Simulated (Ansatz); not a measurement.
**A strain series on In2O3 (corundum): epitaxial in the xy plane**

In2O3 built on the corundum prototype, relaxed with r2SCAN in Ansatz, then strained (epitaxial in the xy plane; changes of length per length, axes as in the cell below) with the atoms relaxed again within the symmetry that is left. It is trigonal, R-3c (No. 167); a = 5.508 Å, c = 14.563 Å in the conventional setting, 12.75 Å³ an atom. Around In lie 6 O at 2.13–2.26 Å; around O lie 4 In at 2.13–2.26 Å. No spin polarisation and no zero-point or thermal motion.

```
In O
1.0
     2.75382    1.58992    4.85434
    -2.75382    1.58992    4.85434
     0.00000   -3.17984    4.85434
In O
4 6
Direct
  0.85704 0.85704 0.85704
  0.35704 0.35704 0.35704
  0.14296 0.14296 0.14296
  0.64296 0.64296 0.64296
  0.45339 0.04661 0.75000
  0.04661 0.75000 0.45339
  0.54661 0.95339 0.25000
  0.25000 0.54661 0.95339
  0.95339 0.25000 0.54661
  0.75000 0.45339 0.04661
```

Gaps are the least over each mesh (PBE 6×6×6, r2SCAN 6×6×6, HSE06 4×4×4 when unstrained) and the special points, which keep their unstrained names; stress is the change from the unstrained cell, compression positive.

| strain (%) | free normal strain (%) | gap, PBE (eV) | gap, r2SCAN (eV) | gap, HSE06 (eV) | edges, HSE06 | in-plane stress, r2SCAN (GPa) | energy rise, r2SCAN (meV/atom) |
| --- | --- | --- | --- | --- | --- | --- | --- |
| -3.0 | +3.30 | 1.362 | 1.939 | 2.869 | Γ | +10.37 | 24.4 |
| -2.0 | +2.17 | 1.344 | 1.917 | 2.839 | Γ | +6.81 | 10.8 |
| -1.0 | +1.07 | 1.304 | 1.883 | 2.796 | Γ | +3.36 | 2.7 |
| 0.0 | 0.00 | 1.221 | 1.798 | 2.729 | (0, 0.193, -0.198) → Γ | 0.00 | 0.0 |
| +1.0 | -1.03 | 1.112 | 1.685 | 2.618 | (0.010, 0.010, 0.302) → Γ | -3.25 | 2.6 |
| +2.0 | -2.00 | 0.991 | 1.558 | 2.481 | (-0.010, -0.010, 0.281) → Γ | -6.43 | 10.3 |
| +3.0 | -2.98 | 0.860 | 1.420 | 2.333 | (-0.021, -0.021, 0.260) → Γ | -9.42 | 22.9 |

Between zero and the nearest strains the slope of the HSE06 gap against strain is -0.066 eV per percent for negative and -0.112 for positive strain.

Spin-orbit coupling is left out, which matters wherever the heavy atoms make up the band edges.

Where an edge lies off the special points, it is a point of the mesh or the k point where a search put PBE's edge or least direct gap, reused for the other functionals, whose own edges may lie a little apart.

Coordinates of k points refer to the reciprocal vectors of the primitive cell of the runs.

The meshes of the hybrids are coarse, so their gaps aren't converged to the digits shown.
